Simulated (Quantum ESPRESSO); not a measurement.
## Cl under changes of volume

One of the cells (29.048 Å³/atom); the others are scaled copies at fixed shape and fractional positions:

```
CELL_PARAMETERS angstrom
3.14500 -2.25000 0.00000
3.14500 2.25000 0.00000
0.00000 0.00000 8.21000
ATOMIC_POSITIONS crystal
Cl 0.37000 0.63000 0.40000
Cl 0.13000 0.87000 0.90000
Cl 0.63000 0.37000 0.60000
Cl 0.87000 0.13000 0.10000
```

| Property | Result |
| --- | --- |
| Program | Quantum ESPRESSO 7.5 |
| Functional | r2SCAN |
| Potentials or basis | SG15 PBE 1.2 |
| Cutoff | 789 eV |
| Density cutoff | 3157 eV |
| k mesh | 6 × 6 × 3 |
| Occupations | fermi-dirac, width 0.05 eV |
| Spin | no spin polarisation |

| volume (Å³/atom) | energy over the lowest point (meV/atom) | pressure (GPa) | gap on the mesh (eV) | largest force (eV/Å) |
| --- | --- | --- | --- | --- |
| 27.305 | 7.97 | 1.8 | 3.07 | 0.876 |
| 27.886 | 2.78 | 1.0 | 2.98 | 0.584 |
| 28.467 | 0.22 | 0.3 | 2.89 | 0.316 |
| 29.048 | 0.00 | -0.3 | 2.81 | 0.094 |
| 29.629 | ? | ? | ? | ? |
| 30.210 | 5.62 | -1.3 | 2.66 | 0.410 |
| 30.791 | 11.03 | -1.7 | 2.59 | 0.611 |

Question: What does the run at 29.629 Å³/atom give?

Answer: Energy over the lowest point 1.88 meV/atom; pressure -0.8 GPa; gap on the mesh 2.74 eV; largest force 0.199 eV/Å.

Worked out: A Birch-Murnaghan fit of order 3 (a polynomial in V^(-2/3)) to the other rows has its minimum at 28.81 Å³/atom with B0 = V·E''(V) = 30 GPa and B' = 4.6 at fixed shape and positions, which overstates the stiffness. It gives 1.88 meV/atom at 29.629 Å³/atom, against the run's 1.88, and -dE/dV = -0.8 GPa, against -0.8. A straight line through the other rows of the gap, of slope -3.98 eV per unit of ln V, gives 2.74 eV, against the run's 2.74.

Energies are extrapolated to zero smearing.

Caveats: the potentials were made for another functional, which shifts forces and pressure; this potential file gives levels or pressures that part from those of other sets; an odd mesh through Γ misses points on the zone boundary, where band edges often lie.
